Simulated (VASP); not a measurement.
Write the native input for VASP 6.6.1 that does the following.

| Quantity | Value |
| --- | --- |
| Task | relaxation of the atoms |
| Functional | PBE |
| Potentials or basis | VASP PAW PBE potentials, release 64 (Cu, O_s) |
| Cutoff | 300 eV |
| k mesh | 3 × 3 × 3 |
| Occupations | gaussian, width 0.03 eV |
| Spin | no spin polarisation |
| Further INCAR settings | ALGO = Fast; EDIFF = 1e-07; IBRION = 2; EDIFFG = -0.01; NSW = 40 |

The structure of Cu2O (Cuprite) lies in POSCAR:

```
Cu2O                                    
1.0
    4.2557146318      0.0000000000     -0.0000000000
    0.0000000000      4.2557146318      0.0000000000
   -0.0000000000      0.0000000000      4.2557146318
  Cu              O             
     4     2
Direct
     0.2500000000000000    0.2500000000000000    0.2500000000000000
     0.2500000000000000    0.7500000000000000    0.7500000000000000
     0.7500000000000000    0.7500000000000000    0.2500000000000000
     0.7500000000000000    0.2500000000000000    0.7500000000000000
     0.0000000000000000    0.0000000000000000    0.0000000000000000
     0.5000000000000000    0.5000000000000000    0.5000000000000000
```

The cell isn't the ideal one: a relaxed cell with its volume scaled by 0.98.

The input as run:

INCAR

```
PREC     = Accurate       # precision mode
ENCUT    = 300            # plane-wave cutoff, eV
EDIFF    = 1E-7           # SCF threshold, eV
ISMEAR   = 0              # smearing method
SIGMA    = 0.03           # smearing width, eV
LREAL    = False          # projectors in reciprocal space
LASPH    = True           # aspherical terms in the spheres
NELM     = 80             # most SCF steps
ALGO     = Fast           # electronic algorithm
ISIF     = 2              # what is computed and relaxed
LWAVE    = False          # write WAVECAR
LCHARG   = False          # write CHGCAR
GGA      = PE             # functional
IBRION   = 2              # ionic algorithm
NSW      = 40             # ionic steps
EDIFFG   = -0.01          # ionic threshold
KPAR     = 2
```

KPOINTS

```
Automatic mesh
0
Gamma
  3 3 3
```

Potentials or basis: VASP PAW PBE potentials, release 64 (Cu, O_s).

Run with:

```bash
$ cat potpaw_PBE.64/Cu/POTCAR potpaw_PBE.64/O_s/POTCAR > POTCAR
$ mpirun -np 2 vasp_std > vasp.out
```

It gave:

The band gap on the k mesh is 0.55 eV, direct.

Caveat: the k mesh is coarse (spacing up to 0.49 Å⁻¹), so the values aren't converged; the relaxation stopped at its first step, so nothing moved.

It took 6.9 s on 2 MPI ranks on Intel(R) Xeon(R) Platinum 8488C (Sapphire Rapids), with other jobs on the host, peak memory 0.12 GiB a rank.
